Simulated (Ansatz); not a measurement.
# BN: the cost of one run

Method: DFT PBE, scalar-relativistic, plane waves, PAW, in Ansatz 0.2.0.

4 further runs of the same task are left out: 4 set aside as unsound or not needed.

## (1) Starting point

The structure is cubic, space group F-43m (No. 216). Conventional cell: a = 3.625 Å, b = 3.625 Å, c = 3.625 Å, α = 90.00°, β = 90.00°, γ = 90.00°. B (site symmetry -43m) is surrounded by 4 N at 1.57 Å. Around N (site symmetry -43m) lie 4 B at 1.57 Å.

Coordinates:

```
B N
1.0
     0.00000    1.81234    1.81234
     1.81234    0.00000    1.81234
     1.81234    1.81234    0.00000
B N
1 1
Cartesian
  0.0000 0.0000 0.0000
  2.7185 2.7185 2.7185
```

It goes back to an entry of the Materials Project.

It is the result of an earlier relaxation at this level (volume 5.95 Å³/atom; gap on the mesh: 4.46 eV).

## (2) Relaxing at 6 GPa

What is minimised here is the enthalpy; the energy can go up as the cell is squeezed.

input.yaml reads:

```yaml
crystal:
  lattice:
    - [0.0, 1.8123386229, 1.8123386229]
    - [1.8123386229, 0.0, 1.8123386229]
    - [1.8123386229, 1.8123386229, 0.0]
  atoms:
    - { symbol: B, position: [0.0, 0.0, 0.0] }
    - { symbol: "N", position: [0.75, 0.75, 0.75] }
basis:
  ecutwfc: 420
kpoints:
  mp_grid: { grid: [12, 12, 12] }
hamiltonian:
  xc: pbe
scf:
  occupations: { method: fixed }
output:
  forces: true
  stress: true
  eigenvalues: true
relax:
  adjacent_minimum: "off"
  f_tol: 0.001
  max_steps: 60
  cell: { stress_tol: 0.02, p_target: 6.0 }
```

Launch:

```bash
ansatz run input.yaml --threads 1 --pin off --max-ram 3072MiB --backend cpu --events-out ev --progress --plain --runs-dir out
```

What time and memory should one allow on 1 thread of Arm Neoverse V2, shared host?

About 5.8 s, with a peak of 0.26 GiB.
